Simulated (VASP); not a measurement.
Ca, 1 atom in the cell. The structure is cubic, space group Im-3m (No. 229). The conventional cell has a = 4.480 Å, b = 4.480 Å, c = 4.480 Å, α = 90.00°, β = 90.00°, γ = 90.00°. Ca (site symmetry m-3m) has 8 Ca at 3.88 Å as nearest neighbours. This isn't the form of Ca at room conditions, which is fcc.

* Program: VASP 6.6.1
* Task: relaxation of cell and atoms
* Functional: PBEsol
* Potentials or basis: VASP PAW PBE potentials, release 64 (Ca_sv)
* Cutoff: 600 eV
* k mesh: 8 × 8 × 8
* Occupations: fermi-dirac, width 0.05 eV
* Spin: no spin polarisation
* Target pressure: 10 GPa
* Further INCAR settings: ALGO = Normal; EDIFF = 1e-07; IBRION = 2; EDIFFG = -0.01; NSW = 40; ISIF = 3
* Target pressure: 10 GPa

Potentials or basis: VASP PAW PBE potentials, release 64 (Ca_sv).

Command:

```bash
$ cat potpaw_PBE.64/Ca_sv/POTCAR > POTCAR
$ mpirun -np 1 vasp_std > vasp.out
```

Hardware: 1 thread of Intel(R) Xeon(R) 6975P-C (Granite Rapids) (shared host).

How long does it take, and how much memory?

Wall time 41 s on 1 thread of Intel(R) Xeon(R) 6975P-C (Granite Rapids) (shared host), peak memory 0.19 GiB. Counts: scf iterations 87, k points 29, ion steps 19.
